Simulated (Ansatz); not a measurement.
# Au: the crystal squeezed far

One table from this session's results is given with a row withheld; the runs are named, their logs left out.

Program: Ansatz 0.2.0. Level of theory: DFT, PBE, PAW with Ansatz's default frozen-core files, scalar-relativistic. These are calculated values, not measurements.

1 further run of the same task is left out (set aside as unsound or not needed).

## The structure to begin with

It takes space group P6/mmm (No. 191, hexagonal). The conventional cell has a = 2.841 Å, b = 2.841 Å, c = 2.671 Å, α = 90.00°, β = 90.00°, γ = 120.00°. Au (site symmetry 6/mmm) has 8 Au at 2.67 to 2.84 Å as nearest neighbours.

Structure file:

```cif
data_structure
_symmetry_space_group_name_H-M 'P 1'
_symmetry_Int_Tables_number 1
_cell_length_a 2.8412
_cell_length_b 2.8412
_cell_length_c 2.6707
_cell_angle_alpha 90.000
_cell_angle_beta 90.000
_cell_angle_gamma 120.000
_cell_volume 18.67
loop_
_atom_site_label
_atom_site_type_symbol
_atom_site_fract_x
_atom_site_fract_y
_atom_site_fract_z
_atom_site_occupancy
Au1 Au 0.00000 0.00000 0.00000 1
```

Whether this phase is the stable one at these pressures isn't tested.

Set-up of the first run:

input.yaml reads:

```yaml
crystal:
  lattice:
    - [2.8412141024, 0.0, 0.0]
    - [-1.4206070512, 2.4605635903, 0.0]
    - [0.0, 0.0, 2.6707412562]
  atoms:
    - { symbol: Au, position: [0.0, 0.0, 0.0] }
kpoints:
  mp_grid: { grid: [15, 15, 14] }
scf:
  occupations: { method: fermi_dirac, width: 0.08 }
hamiltonian:
  xc: pbe
  pseudopotentials: { kind: paw }
output:
  forces: true
  stress: true
relax:
  f_tol: 0.005
  max_steps: 40
  cell: {}
```

Launch:

```sh
$ ansatz run input.yaml --threads 1 --pin off --max-ram 2048MiB --backend cpu --events-out ev --progress --plain --runs-dir out
```

Among the steps run: Cell relaxed at zero pressure, PAW; Volume scaled by 1, PAW; Shape and atoms relaxed at 0.88 of the volume, PAW; Volume scaled by 0.88, PAW; Shape and atoms relaxed at 0.78 of the volume, PAW; Volume scaled by 0.78, PAW; Shape and atoms relaxed at 0.68 of the volume, PAW; Volume scaled by 0.68, PAW; Shape and atoms relaxed at 0.58 of the volume, PAW; Volume scaled by 0.58, PAW; Shape and atoms relaxed at 0.5 of the volume, PAW; Volume scaled by 0.5, PAW; Shape and atoms relaxed at 0.43 of the volume, PAW; Volume scaled by 0.43, PAW; Volume scaled by 0.43, PAW (partial_waves polarizable).

One table of the session follows, with a row left open; its other results are not shown here.

| method | volume over the first | volume (Å³/atom) | pressure (GPa) |
| --- | --- | --- | --- |
| PAW | 1 | 19.345 | -0.01 |
| PAW | 0.88 | 17.024 | 22.43 |
| PAW | 0.78 | ? | ? |
| PAW | 0.68 | 13.155 | 140.69 |
| PAW | 0.58 | 11.220 | 304.64 |
| PAW | 0.5 | 9.673 | 570.54 |
| PAW | 0.43 | 8.318 | 1017.47 |
| PAW (partial_waves polarizable) | 0.43 | 8.318 | 1017.46 |

**Question.** Estimate the row for PAW, 0.78.

**Answer.** volume (Å³/atom): 15.089; pressure (GPa): 61.75. In the column «volume (Å³/atom)» it lies between PAW, 0.68 (13.155) and PAW, 0.88 (17.024).
